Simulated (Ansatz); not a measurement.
# Indium, fcc under LDA: structure, energy and stiffness, part 2 of 2

The plan for indium in the fcc structure: relax it, solve it on a dense k-mesh, switch on spin-orbit coupling, then scale the cell to 7 volumes from 88 to 112 % of the relaxed one and try a fit of the equation of state. The k-meshes are 12×12×12 for the relaxation; 19×19×19 for the dense run; 12×12×12 for spin-orbit coupling; 13×13×13 for the volumes.

Ansatz 0.2.0; DFT, LDA (PW92), plane waves (420 eV) with PAW, scalar-relativistic.

### 9 Equation of state: 104 %

This is In in the fcc structure; at room conditions it is tetragonal.

input.yaml reads:

```yaml
crystal:
  lattice:
    - [0.0, 2.3376604972, 2.3376604972]
    - [2.3376604972, 0.0, 2.3376604972]
    - [2.3376604972, 2.3376604972, 0.0]
  atoms:
    - { symbol: In, position: [0.0, 0.0, 0.0] }
hamiltonian:
  xc: lda
  pseudopotentials:
    kind: paw
    azcp:
      In: "pseudopotentials/In.paw.azcp"
basis:
  ecutwfc: 420
  fft_grid_basis: typed
kpoints:
  mp_grid: { grid: [13, 13, 13], shift: [0, 0, 0] }
magnetization:
  spin_polarized: false
scf:
  occupations: { method: fermi_dirac, width: 0.1 }
  lower_state_search: "off"
output:
  stress: true
  write_density: true
  write_potential: true
  elf: true
  volumetric_format: npy
```

Log, cut to the lines that bear on the results:

```text
Warning: <dir> the record states the generating functional pbe (its physics header spells it `PBE`), which answers neither for hamiltonian.xc's functional nor for the lda family's — results may be inconsistent (PPs are generated against a specific XC)
Warning: RAYON_NUM_THREADS=2 ignored (pool sized by the plan → 2); use --threads N
[...]
Pseudopotentials: kind: paw
Pseudopotential: In, paw, valence charge 13, recommended cutoff 420 eV (normal), <dir>
Functional definition: SPW92
[...]
Crystal: 1 atoms, lattice volume = 25.549 Å³
Basis set: ecut = 420 eV, 531 PW (Γ)
Bands: 11, of which v1, the nominal top of the filled ones, is band 7 counted from 1 (6 counted from 0)
Symmetry: 48 space group operations
Space group: Fm-3m (ITA 225), of the structure as read, at distance tolerance 2.9e-5 Å
k-points: 84 of 2197
[...]
SCF iter   1: F=—  HF=-5457.167451 eV  |F-HF|=—  |Δ(HF+E_count)|=         —  Δρ=7.29e-3  dr2=7.66e-3  ethr=1.77e-3  ⟨swp⟩=4.9  Hψ=5440  notcnv=0
[...]
SCF iter   6: F=-5457.163460 eV  HF=-5457.163460 eV  |F-HF|=4.87e-10  |Δ(HF+E_count)|=   7.58e-8  Δρ=1.36e-6  dr2=4.47e-10  ethr=7.69e-10  ⟨swp⟩=8.9  Hψ=6153  notcnv=0
[...]
SCF converged after 6 iterations
Free energy (F): -5457.163460 eV
[...]
E sigma→0 (E₀):  -5457.156576 eV
Entropy (-TS):   -0.013768 eV (-13.768 meV/atom)
Fermi energy:    10.258253 eV
[...]
--- Stress (GPa, compression-positive) ---
       -1.654620      -0.000000       0.000000
       -0.000000      -1.654620       0.000000
       -0.000000      -0.000000      -1.654620
  P = ⅓ Tr σ = -1.6546 GPa (-16.546 kbar)
--- Band table (eV; the first three rows and the last of 84) ---
  k-point 0: bands = ["-4.3359", "-4.3359", "-4.3359", "-4.1491", "-4.1491", "0.4828", "20.8850", "20.8850", "20.8850", "21.9058", "24.4732"]
[...]
```

Wall time 1.7 s (2 threads of an Arm CPU, shared host); peak memory 0.28 GiB.

Axes a, b and c in the maps are those of this run's conventional cell (a, b, c = 4.675, 4.675, 4.675 Å).

Density in a lattice plane of the grid's cell (edges 4.68 and 4.68 Å, at 0.000 of the third edge), which holds In.

Ten even steps from ' ' (0.05 e/Å³) to '@' (12.91 e/Å³):
```
##**==::                                  ::==**
==--::..                                  ..::--
......                                      ....
                                                
                                                
                                                
                    ..........                  
                  ..::--==--::..                
                  ::==**##**==::                
                ..::++%%@@%%++::..              
                  ::==**##**==::                
                  ..::--==--::..                
                    ..........                  
                                                
                                                
                                                
......                                      ....
==--::..                                  ..::--
##**==::                                  ::==**
@@%%++::..                              ..::++%%
```
Columns run along the first of these edges and rows up along the second, over one cell in 24 and 20 even steps from the bottom left corner. Atoms in the plane (fractional): In at (0.00, 0.00), In at (0.50, 0.50).

ELF in the same plane.

Values, 12 rows by 12 columns:
```
0.02 0.10 0.30 0.25 0.23 0.14 0.12 0.14 0.23 0.26 0.30 0.10
0.28 0.30 0.25 0.27 0.23 0.23 0.23 0.23 0.23 0.27 0.26 0.30
0.25 0.25 0.27 0.26 0.27 0.25 0.25 0.26 0.27 0.26 0.27 0.26
0.23 0.23 0.23 0.27 0.25 0.30 0.28 0.30 0.26 0.27 0.23 0.23
0.12 0.14 0.23 0.25 0.30 0.10 0.02 0.10 0.30 0.26 0.23 0.14
0.09 0.12 0.23 0.25 0.28 0.02 0.00 0.02 0.28 0.25 0.23 0.12
0.12 0.14 0.23 0.26 0.30 0.10 0.02 0.10 0.30 0.25 0.23 0.14
0.23 0.23 0.23 0.27 0.26 0.30 0.28 0.30 0.25 0.27 0.23 0.23
0.25 0.26 0.27 0.26 0.27 0.26 0.25 0.25 0.27 0.26 0.27 0.25
0.28 0.30 0.26 0.27 0.23 0.23 0.23 0.23 0.23 0.27 0.25 0.30
0.02 0.10 0.30 0.26 0.23 0.14 0.12 0.14 0.23 0.25 0.30 0.10
0.00 0.02 0.28 0.25 0.23 0.12 0.09 0.12 0.23 0.25 0.28 0.02
```
Columns run along the first of these edges and rows up along the second, over one cell in 12 and 12 even steps from the bottom left corner. Atoms in the plane (fractional): In at (0.00, 0.00), In at (0.50, 0.50).

Both are smooth fields of the valence electrons: close to the nuclei they are not physical.

### 10 Equation of state: 108 %

Changes to input.yaml since step 9:

```diff
@@ -2,5 +2,5 @@
   lattice:
-    - [0.0, 2.3376604972, 2.3376604972]
-    - [2.3376604972, 0.0, 2.3376604972]
-    - [2.3376604972, 2.3376604972, 0.0]
+    - [0.0, 2.3672542781, 2.3672542781]
+    - [2.3672542781, 0.0, 2.3672542781]
+    - [2.3672542781, 2.3672542781, 0.0]
   atoms:
@@ -25,5 +25 @@
   stress: true
-  write_density: true
-  write_potential: true
-  elf: true
-  volumetric_format: npy
```

Log, cut to the lines that bear on the results:

```text
Warning: <dir> the record states the generating functional pbe (its physics header spells it `PBE`), which answers neither for hamiltonian.xc's functional nor for the lda family's — results may be inconsistent (PPs are generated against a specific XC)
Warning: RAYON_NUM_THREADS=2 ignored (pool sized by the plan → 2); use --threads N
[...]
Pseudopotentials: kind: paw
Pseudopotential: In, paw, valence charge 13, recommended cutoff 420 eV (normal), <dir>
Functional definition: SPW92
[...]
Crystal: 1 atoms, lattice volume = 26.532 Å³
Basis set: ecut = 420 eV, 531 PW (Γ)
Bands: 11, of which v1, the nominal top of the filled ones, is band 7 counted from 1 (6 counted from 0)
Symmetry: 48 space group operations
Space group: Fm-3m (ITA 225), of the structure as read, at distance tolerance 3.0e-5 Å
k-points: 84 of 2197
[...]
SCF iter   1: F=—  HF=-5457.152797 eV  |F-HF|=—  |Δ(HF+E_count)|=         —  Δρ=6.95e-3  dr2=7.35e-3  ethr=1.77e-3  ⟨swp⟩=4.9  Hψ=5429  notcnv=0
[...]
SCF iter   6: F=-5457.148848 eV  HF=-5457.148848 eV  |F-HF|=2.58e-9  |Δ(HF+E_count)|=   1.62e-7  Δρ=3.16e-6  dr2=2.17e-9  ethr=7.69e-10  ⟨swp⟩=4.2  Hψ=2803  notcnv=0
[...]
SCF converged after 6 iterations
Free energy (F): -5457.148848 eV
[...]
E sigma→0 (E₀):  -5457.141563 eV
Entropy (-TS):   -0.014570 eV (-14.570 meV/atom)
Fermi energy:    9.712736 eV
[...]
--- Stress (GPa, compression-positive) ---
       -3.052552       0.000000      -0.000000
       -0.000000      -3.052552       0.000000
       -0.000000       0.000000      -3.052552
  P = ⅓ Tr σ = -3.0526 GPa (-30.526 kbar)
```

Wall time 1.2 s (2 threads of an Arm CPU, shared host); peak memory 0.28 GiB.

### 11 Equation of state: 112 %

Changes to input.yaml since step 10:

```diff
@@ -2,5 +2,5 @@
   lattice:
-    - [0.0, 2.3672542781, 2.3672542781]
-    - [2.3672542781, 0.0, 2.3672542781]
-    - [2.3672542781, 2.3672542781, 0.0]
+    - [0.0, 2.3961260781, 2.3961260781]
+    - [2.3961260781, 0.0, 2.3961260781]
+    - [2.3961260781, 2.3961260781, 0.0]
   atoms:
```

Log, cut to the lines that bear on the results:

```text
Warning: <dir> the record states the generating functional pbe (its physics header spells it `PBE`), which answers neither for hamiltonian.xc's functional nor for the lda family's — results may be inconsistent (PPs are generated against a specific XC)
Warning: RAYON_NUM_THREADS=2 ignored (pool sized by the plan → 2); use --threads N
[...]
Pseudopotentials: kind: paw
Pseudopotential: In, paw, valence charge 13, recommended cutoff 420 eV (normal), <dir>
Functional definition: SPW92
[...]
Crystal: 1 atoms, lattice volume = 27.514 Å³
Basis set: ecut = 420 eV, 537 PW (Γ)
Bands: 11, of which v1, the nominal top of the filled ones, is band 7 counted from 1 (6 counted from 0)
Symmetry: 48 space group operations
Space group: Fm-3m (ITA 225), of the structure as read, at distance tolerance 3.0e-5 Å
k-points: 84 of 2197
[...]
SCF iter   1: F=—  HF=-5457.130514 eV  |F-HF|=—  |Δ(HF+E_count)|=         —  Δρ=6.67e-3  dr2=7.06e-3  ethr=1.77e-3  ⟨swp⟩=4.9  Hψ=5414  notcnv=0
[...]
SCF iter   6: F=-5457.126657 eV  HF=-5457.126657 eV  |F-HF|=7.87e-9  |Δ(HF+E_count)|=   3.35e-7  Δρ=5.47e-6  dr2=6.59e-9  ethr=7.69e-10  ⟨swp⟩=4.6  Hψ=2952  notcnv=0
[...]
SCF converged after 6 iterations
Free energy (F): -5457.126657 eV
[...]
E sigma→0 (E₀):  -5457.118898 eV
Entropy (-TS):   -0.015519 eV (-15.519 meV/atom)
Fermi energy:    9.205468 eV
[...]
--- Stress (GPa, compression-positive) ---
       -4.139263      -0.000000      -0.000000
       -0.000000      -4.139263       0.000000
       -0.000000       0.000000      -4.139263
  P = ⅓ Tr σ = -4.1393 GPa (-41.393 kbar)
```

Run time: 1.2 s. Hardware: 2 threads of an Arm CPU, shared host; peak memory 0.28 GiB.

### 12 The equation of state

The cell was scaled evenly, with its shape and the fractional positions fixed.

```csv
V (Å³/atom),E − E₀ (meV/atom),P from the stress (GPa),P from the fit (GPa)
21.618,74.9,9.09,9.14
22.601,30.9,5.35,5.36
23.584,7.4,2.43,2.41
24.566,0.0,0.14,0.10
25.549,5.2,-1.65,-1.71
26.532,20.2,-3.05,-3.12
27.514,42.8,-4.14,-4.23
```

Fit (Birch-Murnaghan, third order): V₀ = 24.616 Å³/atom, B₀ = 50 GPa, B₀′ = 5.1, largest residual 0.02 meV/atom.

### 13 Summary of results

What follows sums up all 2 parts.

| quantity | value |
| --- | --- |
| space group (spins left aside) | Fm-3m (No. 225) |
| conventional cell | a = 4.615 Å |
| volume | 24.566 Å³/atom |
| shortest distance | 3.263 Å |
| gap on the mesh | none (levels filled in part) |
| relative to body-centred tetragonal | -1 meV/atom |
| V₀, B₀, B₀′ | 24.616 Å³/atom, 50 GPa, 5.1 |

In words: From the guessed start the volume shrank by 6.0 % in 4 steps. Against the reference form of indium (body-centred tetragonal, computed apart with the same settings) it stands 1 meV/atom lower, within what mesh and smearing can decide. Levels at the Fermi energy are filled in part, as in a metal. The total energy of the spin-orbit run lies -1.8 eV/atom from the scalar one, but the two kinds of run don't share a zero of energy: only differences within one kind count. B₀ comes out at 50 GPa. The symmetry was held, so the structure may be unstable against distortions that break it.
